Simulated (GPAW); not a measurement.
**Te2Mo: band structure with PBEsol+U**

**Experimental background.**

“Broadband infrared study of pressure-tunable Fano resonance and metallization transition in 2H-MoTe2”, 2022, pmc:9569381 quotes, for a bulk crystal of Te2Mo at 300 K: band gap 0.88 ± 0.05 eV (indirect).

The system is Te2Mo.

```
Te Mo
1.0
     3.51820    0.00000    0.00000
    -1.75910    3.04685    0.00000
     0.00000    0.00000   13.97360
Te Mo
4 2
Direct
  0.66667 0.33333 0.37900
  0.33333 0.66667 0.87900
  0.66667 0.33333 0.12100
  0.33333 0.66667 0.62100
  0.66667 0.33333 0.75000
  0.33333 0.66667 0.25000
```

```yaml
Program: GPAW 26.7.0
Task: band structure
Functional: PBEsol
Potentials_or_basis: PAW data sets generated in the run's folder for this functional
Cutoff: 600 eV
Basis: pw
k_mesh: 6 × 6 × 2
Occupations: fermi-dirac, width 0.05 eV
Spin: no spin polarisation
Hubbard_terms: Mo d U = 4 eV
Maxiter: 150
Band_path: GMKGALHA,LM,KH
Band_points: 60
```

| Property | Result |
| --- | --- |
| Pressure | -1.7 GPa |
| Largest force | 0.148 eV/Å |
| Band gap on the k mesh | 0.78 eV, indirect (least direct gap 1.05 eV) |
| Band gap along the path | 0.69 eV, indirect (least direct gap 1.05 eV) |

Forces in eV/Å, atoms in the order of the input:
```
Te   0.000  0.000 -0.148
Te   0.000  0.000 -0.147
Te   0.000  0.000  0.147
Te   0.000  0.000  0.148
Mo   0.000  0.000  0.000
Mo   0.000  0.000  0.000
```

Stress tensor (GPa, compression positive):
```
-1.87  0.00  0.00
 0.00 -1.87  0.00
 0.00  0.00 -1.30
```

Levels at the corners of the path, in eV from the valence-band top:
| point | band 23 | band 24 | band 25 | band 26 | band 27 | band 28 | band 29 | band 30 |
| --- | --- | --- | --- | --- | --- | --- | --- | --- |
| Γ | -1.05 | -1.05 | -0.35 | 0.00 | 2.87 | 2.87 | 3.00 | 3.00 |
| M | -1.05 | -0.98 | -0.64 | -0.35 | 1.23 | 1.29 | 1.43 | 1.76 |
| K | -1.84 | -1.84 | -0.35 | -0.10 | 0.95 | 0.95 | 1.10 | 2.12 |
| Γ | -1.05 | -1.05 | -0.35 | 0.00 | 2.87 | 2.87 | 3.00 | 3.00 |
| A | -1.07 | -1.07 | -0.09 | -0.09 | 2.91 | 2.91 | 2.91 | 2.91 |
| L | -1.00 | -1.00 | -0.50 | -0.50 | 1.25 | 1.25 | 1.61 | 1.61 |
| H | -2.00 | -2.00 | -0.25 | -0.25 | 0.96 | 0.96 | 1.57 | 1.57 |
| A | -1.07 | -1.07 | -0.09 | -0.09 | 2.91 | 2.91 | 2.91 | 2.91 |
| L | -1.00 | -1.00 | -0.50 | -0.50 | 1.25 | 1.25 | 1.61 | 1.61 |
| M | -1.05 | -0.98 | -0.64 | -0.35 | 1.23 | 1.29 | 1.43 | 1.76 |
| K | -1.84 | -1.84 | -0.35 | -0.10 | 0.95 | 0.95 | 1.10 | 2.12 |
| H | -2.00 | -2.00 | -0.25 | -0.25 | 0.96 | 0.96 | 1.57 | 1.57 |

Run time: 3.3 min on 1 thread of Intel(R) Xeon(R) Platinum 8488C (Sapphire Rapids), with other jobs on the host, peak memory 0.73 GiB.

Against the measured gap of Te2Mo, 0.88 eV (indirect; 300 K; quoted in “Broadband infrared study of pressure-tunable Fano resonance and metallization transition in 2H-MoTe2”, 2022, pmc:9569381), the calculated 0.69 eV is off by -0.19 eV. Spin-orbit coupling on Mo, Te is left out. The value is that of PBEsol+U, without temperature or zero-point motion.

Caveat: spin-orbit coupling is left out, which moves the levels of the heavy elements; the mesh misses the band edges, which the band path finds closer together; this functional lacks dispersion, which binds the layers, so the pressure and a relaxed spacing across them are unreliable; the U is typed as a test and isn't derived for this compound.
